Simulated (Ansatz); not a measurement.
Runs of Ansatz 0.2.0 on HfC. Symmetry: Fm-3m, No. 225, cubic system. The conventional cell has a = 4.650 Å, b = 4.650 Å, c = 4.650 Å, α = 90.00°, β = 90.00°, γ = 90.00°. Around Hf (site symmetry m-3m) lie 6 C at 2.33 Å. C (site symmetry m-3m) is surrounded by 6 Hf at 2.33 Å. 

```tsv
level	U	hubbard projectors	double counting	gap on the mesh (eV)	pressure (GPa)	relaxed volume (Å³/atom)
LDA	-	-	-	none	0.0	(c)
LDA+U	Hf d U = 5 eV	ortho-atomic (the default)	fll (the default)	none	0.0	12.40
LDA+U	Hf d U = 6 eV	ortho-atomic (the default)	fll (the default)	none	0.0	12.52
LDA+U	Hf d U = 1 eV	ortho-atomic (the default)	fll (the default)	none	0.0	(b)
LDA+U	Hf d U = 3 eV	ortho-atomic (the default)	fll (the default)	none	0.0	(a)
LDA+U	Hf d U = 8 eV	ortho-atomic (the default)	fll (the default)	none	0.0	12.80
LDA+U	Hf d U = 2 eV	ortho-atomic (the default)	fll (the default)	none	0.0	12.11
LDA+U	Hf d U = 4 eV	ortho-atomic (the default)	fll (the default)	none	0.0	12.30
```

Alike in all rows: task relaxation of cell and atoms; potentials or basis Ansatz PAW; no spin polarisation; cell relaxed; k mesh 10 × 10 × 10; cutoff (eV) 420; smearing fermi-dirac 0.05 eV.

Q: Fill in the values left out.

A: (a) 12.20; (b) 12.03; (c) 11.95.

Caveats: the plane-wave basis is chosen anew once the cell has moved, so the energies of steps on either side of that aren't comparable; the PAW data sets come from PBE, with cores solved anew for the run's functional, which leaves a small shift of forces and pressure; U without spin polarisation on a metal has little footing (some runs); the U is typed as a test and isn't derived for this compound (some runs).

A k mesh can miss the band edges, and the runs leave out spin-orbit coupling on Hf.

A gap of «none» marks a metal or a gap under the smearing width.
